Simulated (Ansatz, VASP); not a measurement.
AlRu: VASP beside Ansatz

```
Al Ru
1.0
     3.07591    0.00000    0.00000
     0.00000    3.07591    0.00000
     0.00000    0.00000    2.82984
Al Ru
1 1
Direct
  0.00000 0.00000 0.00000
  0.50000 0.50000 0.50000
```

Alike in both runs: task single point; functional PBEsol; k mesh 18 × 18 × 18; occupations gaussian, width 0.15 eV; no spin polarisation.

|  | VASP | Ansatz |
| --- | --- | --- |
| version | VASP 6.6.1 | Ansatz 0.2.0 |
| potentials or method | VASP PAW PBE potentials, release 64 (Al, Ru_pv) | scalar-relativistic, plane waves, PAW |
| plane-wave cutoff (eV) | 520 | 420 |
| valence electrons in the cell | 17 | 19 |

|  | VASP | Ansatz | Ansatz less VASP |
| --- | --- | --- | --- |
| gap on the k mesh at the Fermi level (eV) | none | none | - |
| pressure (GPa) | -2.3 | -2.4 | -0.13 |
| largest component of the traceless stress (GPa) | 10.74 | 10.71 | -0.035 |

A gap of «none» marks a metal or a gap that the smearing closes. The two sets of potentials don't hold the same shells in valence.

Caveats: the PAW data sets were made with another functional, which shifts forces and pressure a little (VASP).
